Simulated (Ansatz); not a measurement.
# HfN: the cost of one run

Computed with Ansatz 0.2.0 (DFT, PBE, PAW with Ansatz's default frozen-core files, scalar-relativistic, unless a step's input says otherwise).

## (1) Starting point

Symmetry: Fm-3m, No. 225, cubic system. The conventional cell has a = 4.518 Å, b = 4.518 Å, c = 4.518 Å, α = 90.00°, β = 90.00°, γ = 90.00°. Around Hf (site symmetry m-3m) lie 6 N at 2.26 Å. Around N (site symmetry m-3m) lie 6 Hf at 2.26 Å.

As a file:

```xyz
2
Lattice="0.0000 2.2590 2.2590 2.2590 0.0000 2.2590 2.2590 2.2590 0.0000" Properties=species:S:1:pos:R:3 pbc="T T T"
Hf    0.0000    0.0000    0.0000
N     2.2590    2.2590    2.2590
```

The cell comes from a crystallographic database entry that wasn't checked; take it as a given geometry, which may be far from equilibrium.

Atoms are numbered in the order of the input: Hf1, N2.

## (2) With PAW files, cutoff 150 eV

The input, input.yaml:

```yaml
crystal:
  lattice:
    - [0.0, 2.259, 2.259]
    - [2.259, 0.0, 2.259]
    - [2.259, 2.259, 0.0]
  atoms:
    - { symbol: Hf, position: [0.0, 0.0, 0.0] }
    - { symbol: "N", position: [0.5, 0.5, 0.5] }
kpoints:
  mp_grid: { grid: [10, 10, 10] }
scf:
  occupations: { method: fermi_dirac, width: 0.03 }
hamiltonian:
  xc: pbe
  pseudopotentials: { kind: paw }
output:
  forces: true
  stress: true
  eigenvalues: true
  efg: { contact_densities: true }
basis:
  ecutwfc: 150
```

Command:

```
ansatz run input.yaml --threads 1 --pin off --max-ram 2048MiB --backend cpu --events-out ev --progress --plain --runs-dir out
```

What time and memory should one allow on 1 thread of Arm Neoverse V1, shared host?

About 2.5 s, with a peak of 0.33 GiB.
